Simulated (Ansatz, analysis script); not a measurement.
**Free-standing square Os monolayer, spacing 2.904 Å: energy against the total moment**

Wanted: E(M), the field that holds each moment, and the spin susceptibility of a free-standing square Os monolayer, spacing 2.904 Å.

Program: Ansatz 0.2.0. Level of theory: PBE, PAW set soft_2. Results are calculated unless marked as measured.

### Step 1. The structure

The cell holds 1 atom: 1 Os. Cell: a = 2.904 Å, b = 2.904 Å, c = 14.000 Å, α = 90.0°, β = 90.0°, γ = 90.0°. An idealised lattice of chosen spacing, in vacuum. Vacuum lies along c.

### Step 2. Starting state

The work starts on two spin channels, which tell the size of the moments.

File input.yaml:

```yaml
crystal:
  lattice:
    - [2.904, 0.0, 0.0]
    - [0.0, 2.904, 0.0]
    - [0.0, 0.0, 14.0]
  atoms:
    - { symbol: Os, position: [0.0, 0.0, 0.5], spin: 1.0 }
magnetization:
  spin_polarized: true
kpoints:
  mp_grid: { grid: [10, 10, 1] }
hamiltonian:
  xc: pbe
scf:
  occupations: { method: fermi_dirac, width: 0.05 }
  max_iter: 120
  convergence: { dr2_threshold: 1.0e-08 }
output:
  write_density: true
  write_potential: true
  elf: true
  volumetric_format: npy
```

On the command line:

```
ansatz run input.yaml --threads 1 --pin off --max-ram 2048MiB --backend cpu --events-out ev --progress --plain --runs-dir out
```

Numbers of over 12 decimals in the logs are rounded to 6 here.

The program printed:

```text
Engine: ansatz 0.2.0, aarch64-unknown-linux-gnu
Pseudopotentials: kind: paw
Pseudopotential: Os, paw, valence charge 16, recommended cutoff 420 eV (normal), Os.paw.azcp
Functional definition: PBE
  parameter kappa = 0.804
  parameter beta = 0.066725
  exchange = pbe_x(kappa = kappa, mu = beta*pi^2/3)
  correlation = pbe_c(beta = beta)
Crystal: 1 atoms, lattice volume = 118.065 Å³
Basis set: ecut = 420 eV, 2291 PW (Γ)
Bands: 13, of which v1, the nominal top of the filled ones, is band 8 counted from 1 (7 counted from 0)
Symmetry: 16 space group operations
Space group: P4/mmm (ITA 123), of the structure as read, at distance tolerance 4.9e-5 Å
Magnetic group: BNS 123.339 (UNI 999), of the structure as read, at distance tolerance 4.9e-5 Å
k-points: 21 of 100
Non-local potential: Os, projectors of the file, l = 0: 3, l = 1: 2, l = 2: 2, l = 3: 1
PAW form: soft (Blöchl's): semilocal exchange-correlation on the pseudo side does not see the compensation charge
PAW one-centre angular grid: Os, 590 points (default); XC on 64 Gauss nodes
Initial density: superposition of atomic densities (neutral atoms: chi_scale 0, normalization atom)
Starting moments: Σ|m| = 1 μB on 1 of 1 site
Initial wavefunctions: pseudopotential atomic-orbital guess
Functional: x = pbe(κ = 0.804, μ = 0.219515), c = pbe(β = 0.066725)
iter 1 solved again at ethr=8.42e-4 eV; its pass at ethr=3.10e-3 eV (dr2=1.35e-1 eV) is discarded
SCF iter   1: F=—  HF=-11379.770440 eV  |F-HF|=—  |Δ(HF+E_count)|=         —  Δρ=1.19e-2 (↑9.52e-3 ↓1.19e-2)  dr2=1.37e-1  dr2_m=9.18e-2  M=1.385 μB ∫|m|=1.386 μB  β_m=0.30  ethr=8.42e-4  ⟨swp⟩=1.0  Hψ=4021  notcnv=0
Mixer restart at iter 1: flushing history
preconditioner: auto → LDOS  [metal: Δε(μ)=0.068 eV  Ē_g=6.100 eV  σ=0.050 eV  W_gap=0.31  n_scr=8 (ndim 8)  ℏωp=9.7 eV  f_vac=0.675  D(μ)=2.23/eV (n_scr^D=8)]
spin=Collinear: LDOS preconditioning applied to the charge; magnetization (m = ρ↑ − ρ↓) channel mixes plain (no charge-response kernel on spin).
SCF iter   2: F=—  HF=-11379.813083 eV  |F-HF|=—  |Δ(HF+E_count)|=   4.26e-2  Δρ=1.00e-2 (↑7.31e-3 ↓1.00e-2)  dr2=7.96e-2  dr2_m=6.57e-2  M=1.466 μB ∫|m|=1.468 μB  β_m=0.58  ethr=8.42e-4  ⟨swp⟩=2.0  Hψ=648  notcnv=0
SCF iter   3: F=—  HF=-11379.902494 eV  |F-HF|=—  |Δ(HF+E_count)|=   8.94e-2  Δρ=5.58e-3 (↑5.58e-3 ↓5.35e-3)  dr2=1.70e-2  dr2_m=2.27e-2  M=1.835 μB ∫|m|=1.844 μB  β_m=0.82  ethr=4.98e-4  ⟨swp⟩=3.0  Hψ=1122  notcnv=0
SCF iter   4: F=—  HF=-11379.920311 eV  |F-HF|=—  |Δ(HF+E_count)|=   1.78e-2  Δρ=1.82e-3 (↑1.82e-3 ↓1.34e-3)  dr2=2.11e-3  dr2_m=2.52e-3  M=2.062 μB ∫|m|=2.077 μB  β_m=0.91  ethr=1.06e-4  ⟨swp⟩=2.6  Hψ=1247  notcnv=0  defer=2
SCF iter   5: F=—  HF=-11379.921327 eV  |F-HF|=—  |Δ(HF+E_count)|=   1.02e-3  Δρ=7.64e-4 (↑7.23e-4 ↓7.64e-4)  dr2=3.84e-4  dr2_m=2.50e-4  M=2.149 μB ∫|m|=2.165 μB  β_m=0.96  ethr=1.32e-5  ⟨swp⟩=2.4  Hψ=1122  notcnv=0  defer=3
SCF iter   6: F=—  HF=-11379.921634 eV  |F-HF|=—  |Δ(HF+E_count)|=   3.07e-4  Δρ=1.56e-4 (↑1.56e-4 ↓6.63e-5)  dr2=2.86e-5  dr2_m=8.95e-6  M=2.130 μB ∫|m|=2.146 μB  β_m=0.92  ethr=2.40e-6  ⟨swp⟩=2.0  Hψ=917  notcnv=0  defer=3
SCF iter   7: F=—  HF=-11379.921637 eV  |F-HF|=—  |Δ(HF+E_count)|=   2.56e-6  Δρ=5.47e-5 (↑5.47e-5 ↓4.17e-5)  dr2=1.52e-6  dr2_m=1.89e-6  M=2.131 μB ∫|m|=2.147 μB  β_m=0.96  ethr=1.79e-7  ⟨swp⟩=2.4  Hψ=791  notcnv=0  defer=3
SCF iter   8: F=—  HF=-11379.921639 eV  |F-HF|=—  |Δ(HF+E_count)|=   1.88e-6  Δρ=1.54e-5 (↑1.54e-5 ↓8.92e-6)  dr2=9.12e-8  dr2_m=1.25e-7  M=2.132 μB ∫|m|=2.149 μB  β_m=0.98  ethr=9.50e-9  ⟨swp⟩=2.8  Hψ=857  notcnv=0  defer=3
SCF iter   9: F=—  HF=-11379.921639 eV  |F-HF|=—  |Δ(HF+E_count)|=   7.06e-8  Δρ=1.64e-6 (↑1.64e-6 ↓1.25e-6)  dr2=3.05e-10  dr2_m=2.04e-9  M=2.133 μB ∫|m|=2.149 μB  β_m=0.99  ethr=5.70e-10  ⟨swp⟩=2.5  Hψ=914  notcnv=0  defer=3
SCF iter  10: F=-11379.921639 eV  HF=-11379.921639 eV  |F-HF|=5.46e-12  |Δ(HF+E_count)|=   1.40e-9  Δρ=1.30e-7 (↑8.05e-8 ↓1.30e-7)  dr2=4.14e-11  dr2_m=6.85e-12  M=2.133 μB ∫|m|=2.149 μB  ethr=1.91e-12  ⟨swp⟩=2.7  Hψ=2249  notcnv=0
SCF 1 converged in 10 iterations: F = -11379.921639 eV  dr2 = 4.14e-11
  greatest PAW one-centre occupation: 1.000 electrons in one spin orbital (limit 2), on the Os atom at site 0 (counted from 0), in its partial waves of l = 0
the search or the solves at the SCF's close seem to have found levels that the self-consistency loop had missed (the run counts 1). By its estimate they hold under 1e-12 electrons; where the run keeps them, the occupations were computed again with them
WARN: The output density's exchange-correlation potential varies sharply where the density is thin. Do not read a vacuum level from v_tot or v_xc, or from such a field of the output density. On a cell that repeats whose density bears no net charge and no dipole along the vacuum's axis use v_es (v_loc + v_h of the components); under efield.dipole_correction with no amplitude use v_es + v_field, which holds any externa [...]
SCF converged after 10 iterations
Magnetization: 2.1326 μB (9.0663 up, 6.9337 down)
Absolute magnetization: 2.1489 μB (∫|ρ↑−ρ↓|, with the PAW one-centre terms)
Spin contamination: 0.0089 ħ² per cell (⟨S²⟩ above its minimum at these occupations)
Per-site moments (μB) at R_I (Å): [(1.804434, 1.1979)]
Free energy (F): -11379.921639 eV
Harris-Foulkes:  -11379.921639 eV  (|F-HF|=5.46e-12)
Internal energy: -11379.903623 eV  (E = F + TS)
E sigma→0 (E₀):  -11379.912631 eV
Entropy (-TS):   -0.018016 eV (-18.016 meV/atom)
Fermi energy:    -1.477632 eV
--- Per-component energies (eV) ---
  E_band       = -477.348870
  E_kinetic    = 555.910489
  E_local      = -6234.167383  (includes V_loc(G=0)·N_el)
  E_nonlocal   = -2.121834
  E_hartree    = 2844.015897
  E_xc         = -260.945735
  E_vxc        = -276.031772  (∫ρ·V_xc dr)
  E_paw        = -9011.357081  (= ΣΔE_a)
  E_vpaw       = -208.970593  (= ΣTr[D̂ρ^β])
  E_aug_tail   = -0.000064  (compensation charges beyond the density's cutoff)
  E_ewald      = 728.762090
  E_smearing   = -0.018016  (= −TS)
  E_closure    = 0.000000  (closes the sum)
  Σ components = -11379.921639   (vs F -11379.921639, Δ=0.00e0)
--- Band table (eV; the first three rows and the last of 42) ---
  k-point 0 ↑: bands = [... 4 lower, -6.8298, -4.8869, -3.6892, -1.5564, -1.5564, -0.5838, -0.2106, 3.2957, ... 1 higher]
  k-point 1 ↑: bands = [... 4 lower, -6.5820, -4.7266, -3.6255, -2.0266, -1.5346, -0.7623, 0.2737, 3.4652, ... 1 higher]
  k-point 2 ↑: bands = [... 4 lower, -5.9817, -4.1645, -3.4429, -2.7855, -1.4767, -1.1960, 1.1444, 3.9733, ... 1 higher]
  k-point 20 ↓: bands = [... 4 lower, -4.1419, -2.2048, -2.2048, -0.0963, 1.8073, 4.3972, 4.3972, 7.4008, ... 1 higher]
```

It took 4.3 s on 1 thread of Arm Neoverse V2, shared host; peak memory 0.35 GiB.

Spin moment in the atom's sphere by atom:

| atom | spin moment in the atom's sphere (μB) |
| --- | --- |
| Os1 | 1.80 |

The run ends ferromagnetic, with a net moment of 2.13 μB a cell. With one Os atom carrying the moment, parallel order of its images is forced by the cell, not found.

Spin density in the ca plane at fractional y = 0.000, with atoms of Os within 0.2 Å of it.

Ten even steps from '0' (0.00 e/Å³) to '9' (0.74 e/Å³), each cell a mean:
```
0000000000000000147546720000000000000000
0000000000000000013333210000000000000000
0000000000000000000010000000000000000000
0000000000000000000000000000000000000000
0000000000000000000000000000000000000000
0000000000000000011221100000000000000000
0000000000000000135445420000000000000000
0000000000000000159658830000000000000000
```
Columns run along c (14.0 Å), rows up along a (2.9 Å). Atoms in or near the plane, at fractional coordinates: Os at (0.50, 0.00).

Valence density in the ca plane at fractional y = 0.000, with atoms of Os within 0.2 Å of it. It is the smooth field of the valence electrons, not physical close to the nuclei.

Values in e/Å³, 5 rows by 16 columns, each cell a mean:
```
0.0 0.0 0.0 0.0 0.0 0.0 0.2 3.5 4.8 0.4 0.0 0.0 0.0 0.0 0.0 0.0
0.0 0.0 0.0 0.0 0.0 0.0 0.1 0.6 0.8 0.1 0.0 0.0 0.0 0.0 0.0 0.0
0.0 0.0 0.0 0.0 0.0 0.0 0.1 0.3 0.3 0.1 0.0 0.0 0.0 0.0 0.0 0.0
0.0 0.0 0.0 0.0 0.0 0.0 0.1 1.3 1.8 0.2 0.0 0.0 0.0 0.0 0.0 0.0
0.0 0.0 0.0 0.0 0.0 0.0 0.2 4.4 5.9 0.4 0.0 0.0 0.0 0.0 0.0 0.0
```
Columns run along c (14.0 Å), rows up along a (2.9 Å). Atoms in or near the plane, at fractional coordinates: Os at (0.50, 0.00).

ELF in the ca plane at fractional y = 0.000, with atoms of Os within 0.2 Å of it. It is the smooth field of the valence electrons, not physical close to the nuclei.

Values, 5 rows by 16 columns, each cell a mean:
```
0.00 0.00 0.00 0.00 0.01 0.07 0.26 0.58 0.61 0.32 0.11 0.01 0.00 0.00 0.00 0.00
0.00 0.00 0.00 0.00 0.01 0.06 0.25 0.37 0.38 0.29 0.09 0.01 0.00 0.00 0.00 0.00
0.00 0.00 0.00 0.00 0.00 0.05 0.24 0.36 0.36 0.29 0.08 0.01 0.00 0.00 0.00 0.00
0.00 0.00 0.00 0.00 0.01 0.07 0.26 0.44 0.48 0.30 0.10 0.01 0.00 0.00 0.00 0.00
0.00 0.00 0.00 0.00 0.01 0.07 0.26 0.57 0.57 0.32 0.11 0.01 0.00 0.00 0.00 0.00
```
Columns run along c (14.0 Å), rows up along a (2.9 Å). Atoms in or near the plane, at fractional coordinates: Os at (0.50, 0.00).

### Step 3. The non-magnetic reference

The state without spin is the zero of E(M).

input.yaml, the sections that differ from step 2:

```yaml
crystal:
  lattice:
    - [2.904, 0.0, 0.0]
    - [0.0, 2.904, 0.0]
    - [0.0, 0.0, 14.0]
  atoms:
    - { symbol: Os, position: [0.0, 0.0, 0.5] }
basis:
  ecutwfc: 420.0
output:
  eigenvalues: true
# kpoints, hamiltonian, scf: as in step 2
# magnetization: removed
```

The program printed:

```text
[...]
Crystal: 1 atoms, lattice volume = 118.065 Å³
Basis set: ecut = 420 eV, 2291 PW (Γ)
Bands: 12, of which v1, the nominal top of the filled ones, is band 8 counted from 1 (7 counted from 0)
Symmetry: 16 space group operations
[...]
k-points: 21 of 100
[...]
SCF iter   1: F=—  HF=-11379.750955 eV  |F-HF|=—  |Δ(HF+E_count)|=         —  Δρ=8.87e-3  dr2=7.28e-2  ethr=1.77e-3  ⟨swp⟩=5.8  Hψ=1486  notcnv=0
[...]
SCF iter   8: F=-11379.738882 eV  HF=-11379.738882 eV  |F-HF|=4.11e-10  |Δ(HF+E_count)|=   3.28e-8  Δρ=8.83e-7  dr2=1.33e-9  ethr=6.25e-11  ⟨swp⟩=2.8  Hψ=882  notcnv=0
SCF 1 converged in 8 iterations: F = -11379.738882 eV  dr2 = 1.33e-9
[...]
SCF converged after 8 iterations
Free energy (F): -11379.738882 eV
[...]
Internal energy: -11379.697656 eV  (E = F + TS)
E sigma→0 (E₀):  -11379.718269 eV
Entropy (-TS):   -0.041226 eV (-41.226 meV/atom)
Fermi energy:    -2.025698 eV
[...]
--- Band table (eV; the first three rows and the last of 21) ---
  k-point 0: bands = [... 4 lower, -7.0837, -5.1133, -3.0247, -1.3250, -1.3250, -0.6143, -0.1021, 3.4384]
  k-point 1: bands = [... 4 lower, -6.8347, -4.9525, -2.9552, -1.8322, -1.3025, -0.7979, 0.4177, 3.6073]
  k-point 2: bands = [... 4 lower, -6.2279, -4.3872, -2.7618, -2.6182, -1.2430, -1.2429, 1.3138, 4.1133]
  k-point 20: bands = [... 4 lower, -5.1810, -3.2629, -3.2629, -1.6406, 0.7135, 3.7361, 3.7361, 6.3684]
```

Run time: 1.2 s. Hardware: 1 thread; peak memory 0.29 GiB.

The free collinear run lies 183 meV below it.

### Step 4. Total moment fixed at 0.252 μB

Two Fermi levels, one a spin, hold the total moment exactly, which reaches states that a free run would leave.

input.yaml, the sections that differ from step 3:

```yaml
crystal:
  lattice:
    - [2.904, 0.0, 0.0]
    - [0.0, 2.904, 0.0]
    - [0.0, 0.0, 14.0]
  atoms:
    - { symbol: Os, position: [0.0, 0.0, 0.5], spin: 0.252 }
magnetization:
  spin_polarized: true
  initial_magnetization: 0.252
  spin_locking: { lock_magnetization: hard }
# kpoints, hamiltonian, scf, basis: as in step 3
# output: removed
```

The program printed:

```text
[...]
Crystal: 1 atoms, lattice volume = 118.065 Å³
Basis set: ecut = 420 eV, 2291 PW (Γ)
Bands: 13, of which v1, the nominal top of the filled ones, is band 8 counted from 1 (7 counted from 0)
Symmetry: 16 space group operations
[...]
k-points: 21 of 100
[...]
Starting moments: Σ|m| = 0.252 μB on 1 of 1 site
[...]
SCF iter  15: F=-11379.766269 eV  HF=-11379.766269 eV  |F-HF|=1.96e-10  |Δ(HF+E_count)|=   1.62e-9  Δρ=4.40e-7 (↑4.40e-7 ↓2.64e-7)  dr2=7.04e-11  dr2_m=1.25e-10  M=0.252 μB ∫|m|=0.642 μB  ethr=3.13e-11  ⟨swp⟩=1.0  Hψ=1623  notcnv=0
SCF 1 converged in 15 iterations: F = -11379.766269 eV  dr2 = 7.04e-11
[...]
at 2 of the mixer's solves, the last at iteration 6, it left a direction of its history that read negative out of its fit and stepped the other way along it
SCF converged after 15 iterations
Stability checked in part: among states of this total moment the steps that led to this state did not find it unstable. No probe was made; neither looks for a lower state of another moment (fixed_total_moment; see scf.lower_state_search)
Magnetization: 0.2520 μB (8.1260 up, 7.8740 down)
Absolute magnetization: 0.6586 μB (∫|ρ↑−ρ↓|, with the PAW one-centre terms)
[...]
Per-site moments (μB) at R_I (Å): [(0.182141, 1.1979)]
Free energy (F): -11379.766269 eV
[...]
Internal energy: -11379.736384 eV  (E = F + TS)
E sigma→0 (E₀):  -11379.751326 eV
Entropy (-TS):   -0.029885 eV (-29.885 meV/atom)
Fermi energy:    -1.859746 (↑ -1.943501, ↓ -1.775991) eV
[...]
```

Run time: 4.1 s. Hardware: 1 thread; peak memory 0.32 GiB.

The energy is -27.4 meV from the state without spin, and the largest site carries 0.182 μB.

### Step 5. Total moment fixed at 0.504 μB

input.yaml, the sections that differ from step 4:

```yaml
crystal:
  lattice:
    - [2.904, 0.0, 0.0]
    - [0.0, 2.904, 0.0]
    - [0.0, 0.0, 14.0]
  atoms:
    - { symbol: Os, position: [0.0, 0.0, 0.5], spin: 0.504 }
magnetization:
  spin_polarized: true
  initial_magnetization: 0.504
  spin_locking: { lock_magnetization: hard }
# kpoints, hamiltonian, scf, basis: as in step 4
```

The program printed:

```text
[...]
Crystal: 1 atoms, lattice volume = 118.065 Å³
Basis set: ecut = 420 eV, 2291 PW (Γ)
Bands: 13, of which v1, the nominal top of the filled ones, is band 8 counted from 1 (7 counted from 0)
Symmetry: 16 space group operations
[...]
k-points: 21 of 100
[...]
Starting moments: Σ|m| = 0.504 μB on 1 of 1 site
[...]
SCF iter  14: F=-11379.788061 eV  HF=-11379.788061 eV  |F-HF|=5.64e-11  |Δ(HF+E_count)|=   1.78e-9  Δρ=2.23e-7 (↑2.08e-7 ↓2.23e-7)  dr2=3.50e-11  dr2_m=4.08e-11  M=0.504 μB ∫|m|=0.646 μB  ethr=1.82e-12  ⟨swp⟩=1.0  Hψ=1664  notcnv=0
SCF 1 converged in 14 iterations: F = -11379.788061 eV  dr2 = 3.50e-11
[...]
SCF converged after 14 iterations
[...]
Magnetization: 0.5040 μB (8.2520 up, 7.7480 down)
Absolute magnetization: 0.6498 μB (∫|ρ↑−ρ↓|, with the PAW one-centre terms)
[...]
Per-site moments (μB) at R_I (Å): [(0.397847, 1.1979)]
Free energy (F): -11379.788061 eV
[...]
Internal energy: -11379.757275 eV  (E = F + TS)
E sigma→0 (E₀):  -11379.772668 eV
Entropy (-TS):   -0.030786 eV (-30.786 meV/atom)
Fermi energy:    -1.822222 (↑ -1.910505, ↓ -1.733939) eV
[...]
```

Wall time 3.7 s (1 thread); peak memory 0.32 GiB.

The energy is -49.2 meV from the state without spin, and the largest site carries 0.398 μB.

### Step 6. Total moment fixed at 1.764 μB

input.yaml, the sections that differ from step 5:

```yaml
crystal:
  lattice:
    - [2.904, 0.0, 0.0]
    - [0.0, 2.904, 0.0]
    - [0.0, 0.0, 14.0]
  atoms:
    - { symbol: Os, position: [0.0, 0.0, 0.5], spin: 1.764 }
magnetization:
  spin_polarized: true
  initial_magnetization: 1.764
  spin_locking: { lock_magnetization: hard }
# kpoints, hamiltonian, scf, basis: as in step 5
```

The program printed:

```text
[...]
Crystal: 1 atoms, lattice volume = 118.065 Å³
Basis set: ecut = 420 eV, 2291 PW (Γ)
Bands: 13, of which v1, the nominal top of the filled ones, is band 8 counted from 1 (7 counted from 0)
Symmetry: 16 space group operations
[...]
k-points: 21 of 100
[...]
Starting moments: Σ|m| = 1.764 μB on 1 of 1 site
[...]
SCF iter   9: F=-11379.907015 eV  HF=-11379.907015 eV  |F-HF|=3.27e-11  |Δ(HF+E_count)|=   3.95e-9  Δρ=2.28e-7 (↑2.28e-7 ↓1.37e-7)  dr2=1.43e-10  dr2_m=1.32e-11  M=1.764 μB ∫|m|=1.779 μB  ethr=1.51e-11  ⟨swp⟩=1.0  Hψ=1667  notcnv=0
SCF 1 converged in 9 iterations: F = -11379.907015 eV  dr2 = 1.43e-10
[...]
SCF converged after 9 iterations
[...]
Magnetization: 1.7640 μB (8.8820 up, 7.1180 down)
Absolute magnetization: 1.7790 μB (∫|ρ↑−ρ↓|, with the PAW one-centre terms)
[...]
Per-site moments (μB) at R_I (Å): [(1.496486, 1.1979)]
Free energy (F): -11379.907015 eV
[...]
Internal energy: -11379.888278 eV  (E = F + TS)
E sigma→0 (E₀):  -11379.897646 eV
Entropy (-TS):   -0.018737 eV (-18.737 meV/atom)
Fermi energy:    -1.605567 (↑ -1.686418, ↓ -1.524717) eV
[...]
```

Wall time 2.7 s (1 thread); peak memory 0.32 GiB.

The energy is -168 meV from the state without spin, and the largest site carries 1.50 μB.

[end of part 1 of 2]

[Logs and program files are shortened in this print: banners, set-up blocks, solver, clock and traceback lines can be left out without a mark of their own.]

[Logs are printed without paths, hosts, clocks, repeated set-up lines and the standing remarks that a program may print on its own settings, such as how far it seeks lower states.]

[Hosts, paths, dates, database ids (printed as entryN), source tags and the programs' standing remarks are cut or masked in the printed files.]
